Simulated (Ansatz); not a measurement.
# TiS2: the cost of one run

Computed with Ansatz 0.2.0 (DFT PBE+D3(BJ), scalar-relativistic, plane waves, PAW, unless a step's input says otherwise).

1 further run of the same task is left out (set aside as unsound or not needed).

## (1) The system as given

The structure is trigonal, space group P-3m1 (No. 164). Conventional cell: a = 3.359 Å, b = 3.359 Å, c = 5.524 Å, α = 90.00°, β = 90.00°, γ = 120.00°. Ti (site symmetry -3m) is surrounded by 6 S at 2.41 Å. Around S (site symmetry 3m) lie 3 Ti at 2.41 Å.

As a file:

```cif
data_structure
_symmetry_space_group_name_H-M 'P-3m1'
_symmetry_Int_Tables_number 164
_cell_length_a 3.3589
_cell_length_b 3.3589
_cell_length_c 5.5243
_cell_angle_alpha 90.000
_cell_angle_beta 90.000
_cell_angle_gamma 120.000
_cell_volume 53.97
loop_
_atom_site_label
_atom_site_type_symbol
_atom_site_symmetry_multiplicity
_atom_site_Wyckoff_symbol
_atom_site_fract_x
_atom_site_fract_y
_atom_site_fract_z
_atom_site_occupancy
Ti1 Ti 1 a 0.00000 0.00000 0.00000 1
S1 S 2 d 0.33333 0.66667 0.25870 1
```

This cell was relaxed beforehand with the same method: volume 17.99 Å³/atom, gap on the mesh none (metal).

## (2) Static run: bands, density of states and charges

input.yaml

```yaml
crystal:
  lattice:
    - [3.358856601, 0.0, 0.0]
    - [-1.6794283005, 2.9088551441, 0.0]
    - [0.0, 0.0, 5.5242797378]
  atoms:
    - { symbol: Ti, position: [0.0, 0.0, 0.0] }
    - { symbol: S, position: [0.3333333333, 0.6666666667, 0.2586983809] }
    - { symbol: S, position: [0.6666666667, 0.3333333333, 0.7413016191] }
basis:
  ecutwfc: 420
kpoints:
  mp_grid: { grid: [12, 12, 8] }
  band_path:
    path:
      - [[0.0, 0.0, 0.0], [0.5, 0.0, 0.0], [0.33333333, 0.33333333, 0.0], [0.0, 0.0, 0.0], [0.0, 0.0, 0.5], [0.5, 0.0, 0.5], [0.33333333, 0.33333333, 0.5], [0.0, 0.0, 0.5]]
      - [[0.5, 0.0, 0.5], [0.5, 0.0, 0.0]]
      - [[0.33333333, 0.33333333, 0.5], [0.33333333, 0.33333333, 0.0]]
    npoints: 14
hamiltonian:
  xc: pbe
  dispersion: d3bj
scf:
  occupations: { method: gaussian, width: 0.1 }
  n_extra_bands: 7
output:
  forces: true
  stress: true
  eigenvalues: true
  populations: true
  dos: { projected: true, de: 0.02, nscf_kmesh: { grid: [18, 18, 12] } }
  bader: true
  write_density: true
  write_potential: true
  elf: true
  volumetric_format: npy
```

Launch:

```bash
> ansatz run input.yaml --threads 1 --pin off --max-ram 2560MiB --backend cpu --events-out ev --progress --plain --runs-dir out
```

What time and memory should one allow on 1 thread of Arm Neoverse V1, shared host?

About 44 s, with a peak of 0.47 GiB.
